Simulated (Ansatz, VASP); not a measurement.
**MgO: VASP beside Ansatz**

```xyz
4
Lattice="3.4010 0.0000 0.0000 -1.7005 2.9454 0.0000 0.0000 0.0000 4.7135" Properties=species:S:1:pos:R:3 pbc="T T T"
Mg    0.0000    1.9636    0.0102
Mg    1.7005    0.9818    2.3669
O     0.0000    1.9636    1.8969
O     1.7005    0.9818    4.2536
```

Alike in both runs: task single point; functional LDA; k mesh 9 × 9 × 6; occupations gaussian, width 0.05 eV; no spin polarisation.

|  | VASP | Ansatz |
| --- | --- | --- |
| version | VASP 6.6.1 | Ansatz 0.2.0 |
| potentials or method | VASP PAW LDA potentials, release 64 (Mg, O) | scalar-relativistic, plane waves, PAW |
| plane-wave cutoff (eV) | 520 | 420 |
| valence electrons in the cell | 16 | 32 |

VASP gave:

- gap on the k mesh at the Fermi level (eV): 3.24
- least direct gap on the mesh (eV): 3.24
- pressure (GPa): -5.2
- largest component of the traceless stress (GPa): 11.55
- rms of the force components (eV/Å): 0.581

Q: Estimate Ansatz's values.

A: gap on the k mesh at the Fermi level (eV): 3.25; least direct gap on the mesh (eV): 3.25; pressure (GPa): -4.0; largest component of the traceless stress (GPa): 11.07; rms of the force components (eV/Å): 0.567.

Atom by atom the forces differ by 0.014 eV/Å (rms over components). The two sets of potentials don't hold the same shells in valence.

Caveats: an odd mesh through Γ misses points on the zone boundary, where band edges often lie; forces of over 1 eV/Å show positions far from the minimum, so gaps and moduli don't describe the material at rest. LDA gaps usually lie below the measured ones, often by a third to a half.
